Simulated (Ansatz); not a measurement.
# KBr: response to strain

The parent structure is KBr in the rock salt structure (space group Fm-3m, No. 225; a = 6.549 Å). Axes: x, y, z lie along the cube axes.

Strains are applied to the cell and any free atomic positions relax; under biaxial strain the out-of-plane vector relaxes too.

Calculations: PBEsol in Ansatz (plane waves to 420 eV, PAW, no spin-orbit coupling).

Notes on the quantities. energy relative to the base: free energy F.

| biaxial strain, plane normal [001], relaxed out of plane (%) | energy relative to the base (meV/atom) |
|---|---|
| -3 | 9.2 |
| -2.5 | 6.3 |
| -2 | 3.9 |
| -1.5 | 2.2 |
| -1 | 1.0 |
| -0.5 | ? |
| 0 | 0.0 |

Question: Fit ΔE = Aε² + Bε³ (ε in %) to the rows shown and predict the withheld row.

Answer: Least squares on the printed values gives A = 0.919 and B = -0.034 meV/atom (largest residual 0.1 meV/atom); this predicts 0.2 meV/atom, and the run gives 0.2 meV/atom, in agreement.

Stability against distortions was not tested.

Ansatz is an electronic-structure program.
